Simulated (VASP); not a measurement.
# LiF (Griceite) (Fm-3m) in VASP: notebook

The runs below take LiF (Griceite) through dielectric tensor, phonons, with PBEsol, PBE.

Program: VASP 6.6.1. These are calculated values, not measurements. Logs are shortened: lines on timing, memory, paths and dates and some standing lists are left out, and cuts for length are marked.

**What was measured.**

A printed reference work, monograph reports, for a bulk crystal of LiF: high-frequency dielectric constant 1.93.

The runs below are set against these values where they give the same quantity.

## 1. Starting point

The structure is cubic, space group Fm-3m (No. 225). Conventional cell: a = 3.998 Å, b = 3.998 Å, c = 3.998 Å, α = 90.00°, β = 90.00°, γ = 90.00°. Around Li (site symmetry m-3m) lie 6 F at 2.00 Å. F (site symmetry m-3m) has 6 Li at 2.00 Å as nearest neighbours.

## 2. Dielectric tensor, PBEsol

The input, INCAR:

```
ALGO = Normal
EDIFF = 1E-8
ENCUT = 600
GGA = PS
ISIF = 2
ISMEAR = 0
LASPH = T
LCHARG = F
LEPSILON = T
LREAL = F
LWAVE = F
NELM = 80
PREC = Accurate
SIGMA = 0.03
```

The input, KPOINTS:

```
k-points
0
Monkhorst-Pack
  20 20 20
```

The input, POSCAR:

```
LiF                                     
1.0
    0.0000000000      1.9991291574      1.9991291574
    1.9991291574      0.0000000000      1.9991291574
    1.9991291574      1.9991291574      0.0000000000
  Li              F             
     1     1
Direct
     0.0000000000000000    0.0000000000000000    0.0000000000000000
     0.5000000000000000    0.5000000000000000    0.5000000000000000
```

Potentials or basis: VASP PAW PBE potentials, release 64 (Li_sv, F).

On the command line:

```console
$ cat potpaw_PBE.64/Li_sv/POTCAR potpaw_PBE.64/F/POTCAR > POTCAR
$ mpirun -np 1 vasp_std > vasp.out
```

OUTCAR:

```text
EDIFF = 1E-8
   ENCUT = 600
   GGA = PS
   ISIF = 2
   ISMEAR = 0
   LASPH = T
   LEPSILON = T
   LREAL = F
   NELM = 80
   PREC = Accurate

 ion  position               nearest neighbor table
   1  0.000  0.000  0.000-   2 2.00   2 2.00   2 2.00   2 2.00   2 2.00   2 2.00
   2  0.500  0.500  0.500-   1 2.00   1 2.00   1 2.00   1 2.00   1 2.00   1 2.00

  LATTYP: Found a face centered cubic cell.
 ALAT       =     3.9982583148

  Lattice vectors:

 A1 = (   0.0000000000,   1.9991291574,   1.9991291574)
 A2 = (   1.9991291574,   0.0000000000,   1.9991291574)
 A3 = (   1.9991291574,   1.9991291574,   0.0000000000)

Analysis of symmetry for initial positions (statically):
=====================================================================
 Subroutine PRICEL returns:
 Original cell was already a primitive cell.

 Routine SETGRP: Setting up the symmetry group for a
 face centered cubic supercell.

 Subroutine GETGRP returns: Found 48 space group operations
 (whereof 48 operations were pure point group operations)
 out of a pool of 48 trial point group operations.

The static configuration has the point symmetry O_h .

Analysis of symmetry for dynamics (positions and initial velocities):
=====================================================================
 Subroutine PRICEL returns:
 Original cell was already a primitive cell.

 Routine SETGRP: Setting up the symmetry group for a
 face centered cubic supercell.

 Subroutine GETGRP returns: Found 48 space group operations
 (whereof 48 operations were pure point group operations)
 out of a pool of 48 trial point group operations.

The dynamic configuration has the point symmetry O_h .

 Subroutine INISYM returns: Found 48 space group operations
 (whereof 48 operations are pure point group operations),
 and found     1 'primitive' translations

----------------------------------------------------------------------------------------

                                     Primitive cell

  volume of cell :      15.9791

  direct lattice vectors                    reciprocal lattice vectors
     0.000000000  1.999129157  1.999129157    -0.250108903  0.250108903  0.250108903
     1.999129157  0.000000000  1.999129157     0.250108903 -0.250108903  0.250108903
     1.999129157  1.999129157  0.000000000     0.250108903  0.250108903 -0.250108903

  length of vectors
     2.827195567  2.827195567  2.827195567     0.433201327  0.433201327  0.433201327

  position of ions in fractional coordinates (direct lattice)
     0.000000000  0.000000000  0.000000000
     0.500000000  0.500000000  0.500000000

  ion indices of the primitive-cell ions
   primitive index   ion index
                 1           1
                 2           2

----------------------------------------------------------------------------------------

 KPOINTS: k-points

Automatic generation of k-mesh.
 Grid dimensions read from file:
 generate k-points for:   20   20   20

 Generating k-lattice:

  Cartesian coordinates                     Fractional coordinates (reciprocal lattice)
    -0.012505445  0.012505445  0.012505445     0.050000000  0.000000000  0.000000000
     0.012505445 -0.012505445  0.012505445     0.000000000  0.050000000  0.000000000
     0.012505445  0.012505445 -0.012505445     0.000000000  0.000000000  0.050000000

  Length of vectors
     0.021660066  0.021660066  0.021660066

  Shift w.r.t. Gamma in fractional coordinates (k-lattice)
     0.500000000  0.500000000  0.500000000

 Subroutine IBZKPT returns following result:
 ===========================================

 Found    770 irreducible k-points:

 Following reciprocal coordinates:
            Coordinates               Weight
[... 74 lines left out ...]
 non-spin polarized calculation
 Gauss-broadening in eV      SIGMA  =   0.03
  energy-cutoff  :      600.00
  volume of cell :       15.98
 maximum number of plane-waves:       544
   NGX = 11   NGY = 11   NGZ = 11

--------------------------------------- Ionic step        1  -------------------------------------------

 number of electron      10.0000000 magnetization

 number of electron       9.9999995 magnetization

 E-fermi :  -0.8403     XC(G=0): -10.3141

 val. band max:       -0.9760908834   @ k =   0.1250   0.0750   0.0750
 cond. band min:       8.1593558543   @ k =   0.0250   0.0250   0.0250
 fundamental gap:      9.1354467377
 Fermi energy:        -0.8402532897

 k-point     1 :       0.0250    0.0250    0.0250
  band No.  band energies     occupation
      1     -41.1323      2.00000
      2     -20.8990      2.00000
      3      -0.9955      2.00000
      4      -0.9771      2.00000
      5      -0.9771      2.00000
      6       8.1594      0.00000
      7      22.5671      0.00000
      8      22.8996      0.00000
      9      22.8996      0.00000
[... 265 lines left out ...]
 k-point    24 :       0.2250    0.0750    0.0250
  band No.  band energies     occupation
      1     -41.1080      2.00000
      2     -20.7469      2.00000
      3      -1.9531      2.00000
      4      -1.1682      2.00000
      5      -1.0526      2.00000
      6       9.1478      0.00000
      7      17.8973      0.00000
      8      20.1456      0.00000
      9      20.3841      0.00000

 [... further k-points ...]

  FORCE on cell =-STRESS in cart. coord.  units (eV):
  Direction    XX          YY          ZZ          XY          YZ          ZX
  --------------------------------------------------------------------------------------
  -------------------------------------------------------------------------------------
  Total        0.0012584      0.0012584      0.0012584      0.0000000      0.0000000      0.0000000
  in kB        0.1261801      0.1261801      0.1261801      0.0000000      0.0000000      0.0000000
  external PRESSURE =       0.1261801 kB  Pullay stress =       0.0000000 kB

 VOLUME and BASIS-vectors are now :
 -----------------------------------------------------------------------------
  energy-cutoff  :      600.00
  volume of cell :       15.98
      direct lattice vectors                 reciprocal lattice vectors
     0.000000000  1.999129157  1.999129157    -0.250108903  0.250108903  0.250108903
     1.999129157  0.000000000  1.999129157     0.250108903 -0.250108903  0.250108903
     1.999129157  1.999129157  0.000000000     0.250108903  0.250108903 -0.250108903

 POSITION                                       TOTAL-FORCE (eV/Angst)
 -----------------------------------------------------------------------------------
      0.00000      0.00000      0.00000         0.000000      0.000000     -0.000000
      1.99913      1.99913      1.99913        -0.000000     -0.000000      0.000000
 -----------------------------------------------------------------------------------
    total drift:                               -0.000000     -0.000000      0.000000

  FREE ENERGIE OF THE ION-ELECTRON SYSTEM (eV)
  ---------------------------------------------------
  free  energy   TOTEN  =        -9.8549531366 eV

  energy  without entropy=       -9.8549531366  energy(sigma->0) =       -9.85495314

 HEAD OF MICROSCOPIC STATIC DIELECTRIC TENSOR (INDEPENDENT PARTICLE, excluding Hartree and local field effects)
 ------------------------------------------------------
           2.114750     0.000000     0.000000
          -0.000000     2.114750     0.000000
           0.000000     0.000000     2.114750
 ------------------------------------------------------

 Free energy of the ion-electron system (eV)
  ---------------------------------------------------
  ---------------------------------------------------
  free energy    TOTEN  =        -0.05294653 eV

  energy without entropy =       -0.05294653

------------------------ aborting loop because EDIFF is reached ----------------------------------------

--------------------------------------- Ionic step        2  -------------------------------------------

------------------------ aborting loop because EDIFF is reached ----------------------------------------

--------------------------------------- Ionic step        3  -------------------------------------------

 Free energy of the ion-electron system (eV)
  ---------------------------------------------------
  ---------------------------------------------------
  free energy    TOTEN  =        -0.05294654 eV

  energy without entropy =       -0.05294654

------------------------ aborting loop because EDIFF is reached ----------------------------------------

 PIEZOELECTRIC TENSOR FIELD DIRECTION 3  (e Angst)
 -----------------------------------------------------------------------------
    -0.00016  0.00000  0.00000           ( -0.00000  0.00000  0.00000)
     0.00000 -0.00016 -0.00000           (  0.00000 -0.00000  0.00000)
     0.00000  0.00000 -0.00005           (  0.00000  0.00000 -0.00001)

 PIEZOELECTRIC TENSOR FIELD DIRECTION 3  (C/m^2)
 -----------------------------------------------------------------------------
    -0.00016  0.00000  0.00000
     0.00000 -0.00016 -0.00000
     0.00000  0.00000 -0.00005

 MACROSCOPIC STATIC DIELECTRIC TENSOR (including local field effects in DFT)
 ------------------------------------------------------
           2.090724    -0.000000     0.000000
          -0.000000     2.090724     0.000000
           0.000000     0.000000     2.090724
 ------------------------------------------------------

 PIEZOELECTRIC TENSOR (including local field effects)  for field in x, y, z        (e  Angst)
          XX          YY          ZZ          XY          YZ          ZX
  --------------------------------------------------------------------------------
  x     0.00000     0.00000     0.00000     0.00000     0.00000     0.00000
  y     0.00000     0.00000     0.00000     0.00000     0.00000     0.00000
  z     0.00000     0.00000     0.00000     0.00000     0.00000     0.00000

 PIEZOELECTRIC TENSOR (including local field effects)  for field in x, y, z        (C/m^2)
          XX          YY          ZZ          XY          YZ          ZX
  --------------------------------------------------------------------------------
  x     0.00000     0.00000     0.00000     0.00000     0.00000     0.00000
  y     0.00000     0.00000     0.00000     0.00000     0.00000     0.00000
  z     0.00000     0.00000     0.00000     0.00000     0.00000     0.00000

 BORN EFFECTIVE CHARGES (including local field effects) (in |e|, cummulative output)
 ---------------------------------------------------------------------------------
 ion    1
    1     1.04467     0.00000     0.00000
    2     0.00000     1.04467     0.00000
    3     0.00000     0.00000     1.04467
 ion    2
    1    -1.04467     0.00000     0.00000
    2     0.00000    -1.04467     0.00000
    3     0.00000     0.00000    -1.04467
```

Run time: 22 min. Hardware: 1 thread of Intel Xeon Platinum 8488C (Sapphire Rapids), shared host; peak memory 0.95 GiB.

Results:

```
Electronic dielectric tensor (diagonal) : 2.09
Born charges (mean of the diagonal)     : Li +1.04; F -1.04 e
```

Electronic dielectric tensor:
```
2.09 0.00 0.00
0.00 2.09 0.00
0.00 0.00 2.09
```

Born effective charge tensors (e):
atom 1, Li
```
1.04 0.00 0.00
0.00 1.04 0.00
0.00 0.00 1.04
```
atom 2, F
```
-1.04  0.00  0.00
 0.00 -1.04  0.00
 0.00  0.00 -1.04
```

Caveat: the cutoff is under 1.25 times the usual one of these potentials, so pressure, stress and relaxed cells hold a basis-set (Pulay) error; the PAW data sets were made with another functional, which shifts forces and pressure a little.

[end of part 1 of 2]
